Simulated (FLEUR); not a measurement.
# Sr (Fm-3m) in FLEUR: further runs

One crystal, Sr, is run at these levels: PBE; tasks: equation of state.

All numbers are computed with FLEUR MaX-R8.1 (later development tree); they aren't measurements. Logs are shortened: lines on timing, memory, paths and dates and some standing lists are left out, and cuts for length are marked.

## 1. Starting point

It takes space group Fm-3m (No. 225, cubic). Conventional cell: a = 6.085 Å, b = 6.085 Å, c = 6.085 Å, α = 90.00°, β = 90.00°, γ = 90.00°. Around Sr (site symmetry m-3m) lie 12 Sr at 4.30 Å.

## 2. Equation of state, PBE, 52.94 Å³/atom (volume scaled by 0.94)

inp.xml

```xml
<?xml version="1.0" encoding="UTF-8" standalone="no"?>
<fleurInput fleurInputVersion="0.39">
   <comment>
      Sr                                                                                                  
   </comment>
   <calculationSetup>
      <cutoffs Kmax="4.1" Gmax="12.7" GmaxXC="12.7" numbands="0"/>
      <scfLoop itmax="60" minDistance="0.00001" maxIterBroyd="15" imix="Anderson" alpha="0.05" precondParam="0.0" spinf="2.0" sdNocoIR="T"/>
      <coreElectrons ctail="T" frcor="F" kcrel="0" coretail_lmax="0"/>
      <xcFunctional name="pbe" relativisticCorrections="F"/>
      <magnetism jspins="1"/>
      <soc l_soc="F" theta="0.0" phi="0.0" spav="F"/>
      <expertModes spex="0" secvar="F"/>
      <geometryOptimization l_f="F" forcealpha="1.0" forcemix="BFGS" epsdisp="0.0005" epsforce="0.0002"/>
      <ldaU l_linMix="F" mixParam="0.05" spinf="1.0"/>
   </calculationSetup>
   <cell>
      <bzIntegration valenceElectrons="10.0" mode="hist" fermiSmearingEnergy="0.00183747">
         <kPointListSelection listName="default-1"/>
         <!-- k-points included here -->
         <xi:include xmlns:xi="http://www.w3.org/2001/XInclude" href="kpts.xml"> </xi:include>
      </bzIntegration>
      <!-- symmetry operations included here -->
      <xi:include xmlns:xi="http://www.w3.org/2001/XInclude" href="sym.xml"> </xi:include>
      <bulkLattice scale="0.9795861087">
         <bravaisMatrix>
            <row-1>    0.0000000000000000     5.7492082751768097     5.7492082751768097</row-1>
            <row-2>    5.7492082751768097     0.0000000000000000     5.7492082751768097</row-2>
            <row-3>    5.7492082751768097     5.7492082751768097     0.0000000000000000</row-3>
         </bravaisMatrix>
      </bulkLattice>
   </cell>
   <atomSpecies>
      <species name="Strontium (Sr)" element="Sr" atomicNumber="38">
         <mtSphere radius="2.66" gridPoints="879" logIncrement="0.014"/>
         <atomicCutoffs lmax="11" lnonsphr="8"/>
         <electronConfig flipSpins="F">
            <coreConfig>(1s1/2) (2s1/2) (2p1/2) (2p3/2) (3s1/2) (3p1/2) (3p3/2) (3d3/2) (3d5/2)</coreConfig>
            <valenceConfig>(4s1/2) (4p1/2) (4p3/2) (5s1/2)</valenceConfig>
         </electronConfig>
         <energyParameters s="5" p="4" d="4" f="4"/>
         <lo type="SCLO" l="0" n="4" eDeriv="0"/>
         <lo type="HELO" l="1" n="5" eDeriv="0"/>
         <lo type="HELO" l="1" n="5" eDeriv="1"/>
         <lo type="SCLO" l="2" n="4" eDeriv="2"/>
         <lo type="SCLO" l="3" n="4" eDeriv="2"/>
      </species>
   </atomSpecies>
   <atomGroups>
      <atomGroup species="Strontium (Sr)">
         <relPos label="                   1">.0000000000 .0000000000 .0000000000</relPos>
         <force calculate="T" relaxXYZ="TTT"/>
      </atomGroup>
   </atomGroups>
   <output dos="F" band="F" slice="F">
      <checks vchk="F" cdinf="F"/>
      <bandDOS minEnergy="-.5*Htr" maxEnergy="0.5*Htr" sigma="0.015" storeEVData="T"/>
      <vacuumDOS vacdos="F" integ="F" star="F" nstars="0" locx1="0.0" locy1="0.0" locx2="0.0" locy2="0.0" nstm="0" tworkf="0.0"/>
      <unfoldingBand unfoldBand="F" supercellX="1" supercellY="1" supercellZ="1"/>
      <plotting iplot="0" polar="F">
         <plot TwoD="T" vec1="  1.0  0.0  0.0" vec2="  0.0  1.0  0.0" vec3="  0.0  0.0  1.0" zero="  0.0  0.0  0.0" file="plot"/>
      </plotting>
      <chargeDensitySlicing numkpt="0" minEigenval="0.0" maxEigenval="0.0" nnne="0" pallst="F"/>
      <specialOutput eonly="F"/>
      <moessbauerParams electricFieldGradient="T" isomerShift="T" coreHyperfine="T" valenceHyperfine="T"/>
      <magneticCircularDichroism mcd="F" energyLo="-10.0" energyUp="0.0"/>
   </output>
  <!-- We include the file relax.xml here to enable relaxations (see documentation) -->
  <xi:include xmlns:xi="http://www.w3.org/2001/XInclude" href="relax.xml"> <xi:fallback/> </xi:include>
</fleurInput>
```

Potentials or basis: all-electron, FLAPW.

On the command line:

```console
$ inpgen -f crystal.txt -profile fastHighL
$ # inp.xml edited to the form shown
$ fleur_MPI
```

Standard output:

```text
Welcome to FLEUR        (www.flapw.de)
      MaX-Release 8.1          (www.max-centre.eu)

 ========== k-point set info ==========
 Selected k-point list: default-1
 k-point list type: mesh
 8 x 8 x 8
 Number of k points: 29

 ------------Calculation Setup---------------------------
 Number of MPI-tasks      :            1
 Number of PE/node        :            1
 Number of OMP-threads    :            1
 Most efficient MPI parallelization for:
           1          29
 Additional eigenvalue parallelization possible
 Number of basis functions:          479
 Approximate size of matrices (H+S) per k-point:         0.003 GB
 --------------------------------------------------------
 Iteration:     1   Distance:       1.44891674 me/bohr^3
 Iteration:     2   Distance:       1.37828510 me/bohr^3
 Iteration:     3   Distance:       0.18511835 me/bohr^3
 Iteration:     4   Distance:       0.16085248 me/bohr^3
 Iteration:     5   Distance:       0.02256949 me/bohr^3
 Iteration:     6   Distance:       0.01162028 me/bohr^3
 Iteration:     7   Distance:       0.01123035 me/bohr^3
 Iteration:     8   Distance:       0.00062132 me/bohr^3
 Iteration:     9   Distance:       0.00005917 me/bohr^3
 Iteration:    10   Distance:       0.00004945 me/bohr^3
 Iteration:    11   Distance:       0.00000169 me/bohr^3

 ********************************************************************
 Run finished successfully
 Stop message:
   all done
 ********************************************************************
```

out.xml (last iteration):

```text
<iteration numberForCurrentRun="   11" overallNumber="   11">
         <energyParameters units="Htr">
            <atomicEP atomType="1" spin="1" branch="5s" branchLowest="-1.11" branchHighest="2.20" value="0.1246149099"/>
            <atomicEP atomType="1" spin="1" branch="4p" branchLowest="-9.08" branchHighest="-0.37" value="-0.5069199604"/>
            <atomicEP atomType="1" spin="1" branch="4d" branchLowest="-4.38" branchHighest="0.81" value="0.2292465654"/>
            <atomicEP atomType="1" spin="1" branch="4f" branchLowest="-9.99" branchHighest="1.97" value="0.4603590463"/>
            <loAtomicEP atomType="1" spin="1" branch="4s" branchLowest="-11.93" branchHighest="-1.11" value="-1.1797392818"/>
            <heloAtomicEP atomType="1" spin="1" branch="5p" branchLowest="1.79" branchHighest="1.79" value="1.7945970135"/>
            <heloAtomicEP atomType="1" spin="1" branch="5p" branchLowest="1.79" branchHighest="1.79" value="1.7945970135"/>
            <loAtomicEP atomType="1" spin="1" branch="4d" branchLowest="-4.38" branchHighest="0.81" value="0.2287643625"/>
            <loAtomicEP atomType="1" spin="1" branch="4f" branchLowest="-9.99" branchHighest="1.97" value="0.4603609257"/>
         </energyParameters>
         <eigenvalues>
            <eigenvaluesAt spin="1" ikpt="1" k_x="0.00000000" k_y="0.00000000" k_z="0.00000000">
                      -1.1795927203       -0.5137261742       -0.5137261742       -0.5137261742        0.0263008709
                       0.2502884411        0.2502884411        0.2502884411        0.3064761081
            </eigenvaluesAt>
            <eigenvaluesAt spin="1" ikpt="2" k_x="0.00000000" k_y="0.00000000" k_z="0.12500000">
                      -1.1795029908       -0.5149716996       -0.5138917475       -0.5138917475        0.0357930055
                       0.2363139234        0.2543419692        0.2543419692        0.3012429222
            </eigenvaluesAt>
            <eigenvaluesAt spin="1" ikpt="3" k_x="0.00000000" k_y="0.00000000" k_z="0.25000000">
                      -1.1792860761       -0.5179276136       -0.5142902113       -0.5142902113        0.0620371146
                       0.2093231413        0.2559742073        0.2559742073        0.3042305519
            </eigenvaluesAt>
            <eigenvaluesAt spin="1" ikpt="4" k_x="0.00000000" k_y="0.00000000" k_z="0.37500000">
                      -1.1790687428       -0.5208148280       -0.5146869094       -0.5146869094        0.0974600652
                       0.1829859792        0.2481597548        0.2481597548        0.3288964877
            </eigenvaluesAt>
         </eigenvalues>
         <bandgap value="0.0071659156" units="eV"/>
         <sumValenceSingleParticleEnergies value="-5.2281958614" units="Htr"/>
         <FermiEnergy value="0.1617410718" units="Htr"/>
         <valenceDensity>
            <mtCharges spin="1">
               <mtCharge atomType="1" total="7.9862914" s="2.1027707" p="5.7303506" d="0.1526376" f="0.0005101"/>
            </mtCharges>
            <spinDependentCharge spin="1" total="10.0000000" interstitial="2.0137086" mtSpheres="7.9862914"/>
            <totalCharge value="10.0000000000"/>
         </valenceDensity>
         <coreStates atomType="     1" atomicNumber=" 38" spin="1" kinEnergy="   3228.3800931731" eigValSum="  -1871.0674137923" lostElectrons=" 0.000020">
            <state n="1" l="0" j="0.5" energy="-585.1304683920" weight="1.0000000000"/>
            <state n="2" l="0" j="0.5" energy="-78.9357346362" weight="1.0000000000"/>
            <state n="2" l="1" j="0.5" energy="-71.8049224189" weight="1.0000000000"/>
            <state n="2" l="1" j="1.5" energy="-69.2909110879" weight="2.0000000000"/>
            <state n="3" l="0" j="0.5" energy="-11.9346986485" weight="1.0000000000"/>
            <state n="3" l="1" j="0.5" energy="-9.3453215780" weight="1.0000000000"/>
            <state n="3" l="1" j="1.5" energy="-8.9599314633" weight="2.0000000000"/>
            <state n="3" l="2" j="1.5" energy="-4.4165260188" weight="2.0000000000"/>
            <state n="3" l="2" j="2.5" energy="-4.3492746942" weight="3.0000000000"/>
         </coreStates>
         <allElectronCharges>
            <spinDependentCharge spin="1" total="38.0000000" interstitial="2.0137283" mtSpheres="35.9862717"/>
            <totalCharge value="37.9999999965"/>
         </allElectronCharges>
         <moessbauerParams unitsHFF="kG" unitsIS="e/bohr^3" unitsEFG="Htr/bohr^2">
            <coreIsomerShift atomType="1" isTotal="61332.09547">
               <shell n="1" l="0" isomerShift="54476.73207"/>
               <shell n="2" l="0" isomerShift="5790.80802"/>
               <shell n="2" l="1" isomerShift="74.89977"/>
               <shell n="3" l="0" isomerShift="976.57781"/>
               <shell n="3" l="1" isomerShift="13.07780"/>
               <shell n="3" l="2" isomerShift="0.00000"/>
            </coreIsomerShift>
            <isomerShift atomType="1" nucleusRadius="0.0001049" averageDensity="61475.01627"/>
            <electricFieldGradient atomType="1" VXX="0.00000" VYY="0.00000" VZZ="0.00000" asymParam="0.00000">
            </electricFieldGradient>
         </moessbauerParams>
         <totalEnergy                                    value="    -3179.8521143263" units="Htr">
            <sumOfEigenvalues                            value="    -1876.2956096537">
               <coreElectrons value="-1871.0674137923"/>
               <valenceElectrons value="-5.2281958614"/>
            </sumOfEigenvalues>
            <densityCoulombPotentialIntegral value="-5014.6978720635"/>
            <densityEffectivePotentialIntegral value="-5151.7016045964"/>
            <chargeDenXCDenIntegral value="-105.1931040686"/>
            <FockExchangeEnergyValence value="0.0000000000"/>
            <FockExchangeEnergyCore value="0.0000000000"/>
            <atomTypeDependentContributions atomType="1">
               <electronNucleiInteractionDifferentMTs value="3827.4869508679"/>
               <MadelungTerm value="-15.2291183007"/>
            </atomTypeDependentContributions>
            <tkbTimesEntropy value="0.0002562169"/>
            <freeEnergy value="-3179.8523705432"/>
            <extrapolationTo0K value="-3179.8522424348"/>
         </totalEnergy>
         <densityConvergence units="me/bohr^3">
            <chargeDensity spin="1" distance="0.0000016905"/>
         </densityConvergence>
      </iteration>
```

It took 22 s on 1 thread of Intel Xeon Platinum 8488C (Sapphire Rapids), shared host; peak memory 0.07 GiB.

Results:

```yaml
Free_energy: -86528.1911 eV
Band_gap_on_the_k_mesh: none (metal or under the smearing width)
Valence_electrons_inside_the_program's_atomic_spheres: Sr 7.99 (radii Sr 2.66 bohr)
```

## 3. Equation of state, PBE, 54.07 Å³/atom (volume scaled by 0.96)

Changes to inp.xml since step 2:

```diff
@@ -24,3 +24,3 @@
       <xi:include xmlns:xi="http://www.w3.org/2001/XInclude" href="sym.xml"> </xi:include>
-      <bulkLattice scale="0.9795861087">
+      <bulkLattice scale="0.9864848297">
          <bravaisMatrix>
```

Potentials or basis: all-electron, FLAPW.

On the command line:

```console
$ inpgen -f crystal.txt -profile fastHighL
$ # inp.xml edited to the form shown
$ fleur_MPI
```

It took 23 s on 1 thread of Intel Xeon Platinum 8488C (Sapphire Rapids), shared host; peak memory 0.07 GiB.

The run converged. Its results:

```
Free energy                                           : -86528.1929 eV
Band gap on the k mesh                                : none (metal or under the smearing width)
Valence electrons inside the program's atomic spheres : Sr 7.98 (radii Sr 2.66 bohr)
```

## 4. Equation of state, PBE, 55.19 Å³/atom (volume scaled by 0.98)

Changes to inp.xml since step 3:

```diff
@@ -24,3 +24,3 @@
       <xi:include xmlns:xi="http://www.w3.org/2001/XInclude" href="sym.xml"> </xi:include>
-      <bulkLattice scale="0.9864848297">
+      <bulkLattice scale="0.9932883884">
          <bravaisMatrix>
```

On the command line:

```console
$ inpgen -f crystal.txt -profile fastHighL
$ # inp.xml edited to the form shown
$ fleur_MPI
```

Wall time 23 s (1 thread of Intel Xeon Platinum 8488C (Sapphire Rapids), shared host); peak memory 0.08 GiB.

The run converged. Its results:

```yaml
Free_energy: -86528.1930 eV
Band_gap_on_the_k_mesh: none (metal or under the smearing width)
Valence_electrons_inside_the_program's_atomic_spheres: Sr 7.97 (radii Sr 2.66 bohr)
```

## 5. Equation of state, PBE, 56.32 Å³/atom

Changes to inp.xml since step 4:

```diff
@@ -24,3 +24,3 @@
       <xi:include xmlns:xi="http://www.w3.org/2001/XInclude" href="sym.xml"> </xi:include>
-      <bulkLattice scale="0.9932883884">
+      <bulkLattice scale="1.0000000000">
          <bravaisMatrix>
```

On the command line:

```console
$ inpgen -f crystal.txt -profile fastHighL
$ # inp.xml edited to the form shown
$ fleur_MPI
```

Wall time 24 s (1 thread of Intel Xeon Platinum 8488C (Sapphire Rapids), shared host); peak memory 0.07 GiB.

It converged, with:

```
Free energy                                           : -86528.1915 eV
Band gap on the k mesh                                : none (metal or under the smearing width)
Valence electrons inside the program's atomic spheres : Sr 7.97 (radii Sr 2.66 bohr)
```

## 6. Equation of state, PBE, 57.45 Å³/atom (volume scaled by 1.02)

Changes to inp.xml since step 5:

```diff
@@ -24,3 +24,3 @@
       <xi:include xmlns:xi="http://www.w3.org/2001/XInclude" href="sym.xml"> </xi:include>
-      <bulkLattice scale="1.0000000000">
+      <bulkLattice scale="1.0066227096">
          <bravaisMatrix>
```

Potentials or basis: all-electron, FLAPW.

On the command line:

```console
$ inpgen -f crystal.txt -profile fastHighL
$ # inp.xml edited to the form shown
$ fleur_MPI
```

Run time: 24 s. Hardware: 1 thread of Intel Xeon Platinum 8488C (Sapphire Rapids), shared host; peak memory 0.07 GiB.

The run converged. Its results:

```yaml
Free_energy: -86528.1885 eV
Band_gap_on_the_k_mesh: none (metal or under the smearing width)
Valence_electrons_inside_the_program's_atomic_spheres: Sr 7.96 (radii Sr 2.66 bohr)
```

## 7. Equation of state, PBE, 58.57 Å³/atom (volume scaled by 1.04)

Changes to inp.xml since step 6:

```diff
@@ -24,3 +24,3 @@
       <xi:include xmlns:xi="http://www.w3.org/2001/XInclude" href="sym.xml"> </xi:include>
-      <bulkLattice scale="1.0066227096">
+      <bulkLattice scale="1.0131594038">
          <bravaisMatrix>
```

On the command line:

```console
$ inpgen -f crystal.txt -profile fastHighL
$ # inp.xml edited to the form shown
$ fleur_MPI
```

It took 24 s on 1 thread of Intel Xeon Platinum 8488C (Sapphire Rapids), shared host; peak memory 0.07 GiB.

It converged, with:

```yaml
Free_energy: -86528.1841 eV
Band_gap_on_the_k_mesh: none (metal or under the smearing width)
Valence_electrons_inside_the_program's_atomic_spheres: Sr 7.96 (radii Sr 2.66 bohr)
```

## 8. Equation of state, PBE, 59.70 Å³/atom (volume scaled by 1.06)

Changes to inp.xml since step 7:

```diff
@@ -24,3 +24,3 @@
       <xi:include xmlns:xi="http://www.w3.org/2001/XInclude" href="sym.xml"> </xi:include>
-      <bulkLattice scale="1.0131594038">
+      <bulkLattice scale="1.0196128224">
          <bravaisMatrix>
```

On the command line:

```console
$ inpgen -f crystal.txt -profile fastHighL
$ # inp.xml edited to the form shown
$ fleur_MPI
```

Run time: 26 s. Hardware: 1 thread of Intel Xeon Platinum 8488C (Sapphire Rapids), shared host; peak memory 0.07 GiB.

Results (log left out):

- Free energy: -86528.1785 eV
- Band gap on the k mesh: none (metal or under the smearing width)
- Valence electrons inside the program's atomic spheres: Sr 7.95 (radii Sr 2.66 bohr)

## 9. Equation of state, PBE

Potentials or basis: all-electron, FLAPW.

This step only gathers the single runs of the series.

Results:

```
Equilibrium volume                      : 54.69 Å³/atom
Bulk modulus                            : 11.7 GPa
Pressure derivative of the bulk modulus : 3.4
```

Energy against volume, from the lowest point:
| volume (Å³/atom) | energy (meV/atom) |
| --- | --- |
| 52.940 | 1.99 |
| 54.067 | 0.10 |
| 55.193 | 0.00 |
| 56.319 | 1.53 |
| 57.446 | 4.54 |
| 58.572 | 8.90 |
| 59.698 | 14.51 |
